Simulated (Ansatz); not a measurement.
# BaO: the cost of one run

All numbers are computed with the Python package of Ansatz 0.2.0. The levels of theory stand in the script.

## 1. Starting point

It takes space group Fm-3m (No. 225, cubic). The conventional cell has a = 5.500 Å, b = 5.500 Å, c = 5.500 Å, α = 90.00°, β = 90.00°, γ = 90.00°. Ba (site symmetry m-3m) has 6 O at 2.75 Å in its first shell of neighbours. O (site symmetry m-3m) is surrounded by 6 Ba at 2.75 Å.

No structure file is read: the coordinates are typed or built in the script.

## 2. Script

bao.py

```python
import ansatz as az
import numpy as np


def count_gap(report):
    # lowest empty less highest filled band, counting bands; zero where they overlap
    return max(report.get('gap_by_band_count_ev') or 0.0, 0.0)


def main() -> None:
    lattice = az.Lattice.of(
        (0.0, 2.75, 2.75),
        (2.75, 0.0, 2.75),
        (2.75, 2.75, 0.0),
    )
    sites = [
        ('Ba', (0.0, 0.0, 0.0)),
        ('O', (0.5, 0.5, 0.5)),
    ]
    bao = az.Crystal(lattice=lattice)
    for symbol, position in sites:
        bao = bao.atom(symbol, position)

    model = (
        bao.calculation()
        .basis(320)
        .kpoints(3, center='gamma')
        .eigensolver('davidson')
        .scf(tolerance=1e-05, max_iterations=60)
        .occupations('fixed')
        .band_table()
    )
    semilocal = model.functional('pbe').run().report
    hybrid = model.functional(exchange='pbe', correlation='pbe', exact_fraction='inverse_dielectric').run().report
    alpha = hybrid['hybrid']['exact_exchange_fraction']
    print(f'fraction of exact exchange {alpha:.4f}, so eps_inf = {1 / alpha:.2f}')
    print(f'gap by band count: {count_gap(semilocal):.3f} eV semilocal, {count_gap(hybrid):.3f} eV hybrid')


if __name__ == '__main__':
    main()
```

## 3. The calls as engine input

The package turns the script's settings into the engine's input (first run):

```yaml
crystal:
  lattice:
    - [0.0, 2.75, 2.75]
    - [2.75, 0.0, 2.75]
    - [2.75, 2.75, 0.0]
  atoms:
    - { symbol: Ba, position: [0.0, 0.0, 0.0] }
    - { symbol: O, position: [0.5, 0.5, 0.5] }
basis:
  ecutwfc: 320.0
kpoints:
  mp_grid:
    grid: [3, 3, 3]
    shift: [0.0, 0.0, 0.0]
hamiltonian:
  xc: pbe
scf:
  max_iter: 60
  convergence:
    dr2_threshold: 1.0e-05
  occupations:
    method: fixed
  eigensolver:
    kind: davidson
output:
  eigenvalues: true
```

## 4. Launch

Command:

```
python bao.py
```

Q: Estimate wall time and peak memory on 1 thread of Arm Neoverse V2, shared host.

About 25 s, with a peak of 0.59 GiB.
